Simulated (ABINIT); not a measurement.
Runs of ABINIT 10.8.3 (patched build) on MgS (Niningerite). Symmetry: Fm-3m, No. 225, cubic system. The conventional cell has a = 5.203 Å, b = 5.203 Å, c = 5.203 Å, α = 90.00°, β = 90.00°, γ = 90.00°. S (site symmetry m-3m) is surrounded by 6 Mg at 2.60 Å. Mg (site symmetry m-3m) is surrounded by 6 S at 2.60 Å. 

```csv
share of exact exchange,gap on the mesh (eV)
0.5,5.05
0.05,(b)
0.25,3.91
0.15,3.46
0.35,(a)
```

Alike in all rows: task single point; level HSE06; potentials or basis SPMS NC PBE v1.0; no spin polarisation; cell as given; k mesh 6 × 6 × 6; cutoff (eV) 707; smearing fermi-dirac 0.05 eV.

Estimate the missing entries.

(a) 4.36; (b) 3.03.

Caveats: exact exchange is summed on a coarse mesh, which widens gaps by tenths of an eV; Libxc's HSE differs a little from that of other programs.

A k mesh can miss the band edges.
